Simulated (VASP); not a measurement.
The system is Al2O3 (Corundum).

```
Al O
1.0
     2.38025    1.37424    4.33187
    -2.38025    1.37424    4.33187
     0.00000   -2.74848    4.33187
Al O
4 6
Direct
  0.85216 0.85216 0.85216
  0.64784 0.64784 0.64784
  0.14784 0.14784 0.14784
  0.35216 0.35216 0.35216
  0.05668 0.75000 0.44332
  0.75000 0.44332 0.05668
  0.44332 0.05668 0.75000
  0.94332 0.25000 0.55668
  0.25000 0.55668 0.94332
  0.55668 0.94332 0.25000
```

* Program: VASP 6.6.1
* Task: relaxation of cell and atoms
* Functional: PBE
* Potentials or basis: VASP PAW PBE potentials, release 64 (Al, O_h)
* Cutoff: 980 eV
* k mesh: 7 × 7 × 7
* Occupations: fermi-dirac, width 0.05 eV
* Spin: no spin polarisation

At the start: pressure 7.2 GPa; volume 8.50 Å³/atom.

Question: Where does the relaxation end?

Answer: Over 5 steps the energy falls by 5.5 meV/atom and the volume is 8.75 Å³/atom (+2.9 %); space group R-3c (No. 167, to 0.05 Å).

The path:
| step | energy change (eV) | largest force (eV/Å) | pressure (GPa) | volume (Å³) |
| --- | --- | --- | --- | --- |
| 1 | 0.0000 | 0.0311 | 7.20 | 85.02 |
| 2 | -0.0126 | 0.0504 | -5.80 | 89.81 |
| 3 | -0.0550 | 0.0373 | -0.05 | 87.52 |
| 4 | -0.0550 | 0.0372 | 0.11 | 87.47 |
| 5 | -0.0552 | 0.0025 | 0.11 | 87.48 |

Final structure:
```
Al O
1.0
     2.40315    1.38746    4.37295
    -2.40315    1.38746    4.37295
     0.00000   -2.77492    4.37295
Al O
4 6
Cartesian
  0.0000 0.0000 11.1789
  0.0000 0.0000 8.4993
  0.0000 0.0000 1.9399
  0.0000 0.0000 4.6195
  -1.6673 -0.1129 5.4662
  0.7359 1.5004 5.4662
  0.9314 -1.3875 5.4662
  1.6673 0.1129 7.6527
  -0.7359 -1.5004 7.6527
  -0.9314 1.3875 7.6527
```
